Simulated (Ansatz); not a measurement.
Runs of Ansatz 0.2.0 on InPd. The structure is cubic, space group Pm-3m (No. 221). The conventional cell has a = 3.272 Å, b = 3.272 Å, c = 3.272 Å, α = 90.00°, β = 90.00°, γ = 90.00°. Around In (site symmetry m-3m) lie 8 Pd at 2.83 Å. Pd (site symmetry m-3m) has 8 In at 2.83 Å as nearest neighbours. The cell comes from a database or a generator and needn't be the stable form of this composition.

| task | level | spin | cell | k mesh | points for each segment of the path | gap on the mesh (eV) | pressure (GPa) | relaxed volume (Å³/atom) |
| --- | --- | --- | --- | --- | --- | --- | --- | --- |
| band structure | PBEsol | off | as given | 8 × 8 × 8 | 14 | none | -3.0 | - |
| relaxation of cell and atoms | LDA | off | relaxed | 8 × 8 × 8 | - | none | 0.0 | 16.60 |
| relaxation of cell and atoms | PBEsol | off | relaxed | 8 × 8 × 8 | - | none | 0.0 | 17.11 |
| band structure | LDA | off | as given | 8 × 8 × 8 | 14 | none | (b) | - |
| band structure | LDA | SOC, no magnetisation | as given | 6 × 6 × 6 | 14 | none | (a) | - |

Alike in all rows: potentials or basis Ansatz PAW; cutoff (eV) 420; smearing fermi-dirac 0.05 eV.

Q: Fill in the values left out.

A: (a) -6.9; (b) -7.1.

Caveats: the PAW data sets come from PBE, with cores solved anew for the run's functional, which leaves a small shift of forces and pressure; spin-orbit coupling is left out, which moves the levels of the heavy elements (some runs); the plane-wave basis is chosen anew once the cell has moved, so the energies of steps on either side of that aren't comparable (some runs).

A k mesh can miss the band edges, and rows without SOC leave out spin-orbit coupling on In, Pd.

A gap of «none» marks a metal or a gap under the smearing width.

Runs at the PBE level aren't shown here.
